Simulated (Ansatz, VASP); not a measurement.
**Br: VASP beside Ansatz**

```
CELL_PARAMETERS angstrom
-1.30858 1.70112 4.43833
1.30858 -1.70112 4.43833
1.30858 1.70112 -4.43833
ATOMIC_POSITIONS crystal
Br 0.00000 0.00000 0.00000
```

Alike in both runs: task relaxation of cell and atoms; functional PBE; k mesh 20 × 20 × 20; occupations gaussian, width 0.1 eV; no spin polarisation.

|  | VASP | Ansatz |
| --- | --- | --- |
| version | VASP 6.6.1 | Ansatz 0.2.0 |
| potentials or method | VASP PAW PBE potentials, release 64 (Br) | scalar-relativistic, plane waves, PAW |
| plane-wave cutoff (eV) | 600 | 420 |
| valence electrons in the cell | 7 | 7 |

```tsv
	VASP	Ansatz	Ansatz less VASP
gap on the k mesh at the Fermi level, each at its own relaxed structure (eV)	none	none	-
relaxed volume (Å³/atom)	39.52	39.52	0.000
relaxed cell length with the largest relative difference (Å)	4.930	4.930	0.0000
```

A gap of «none» marks a metal or a gap that the smearing closes.

Caveats: the relaxation stopped at its first step, so nothing moved; an odd number of electrons without spin polarisation forces a metal; a magnetic or distorted state may lie lower.
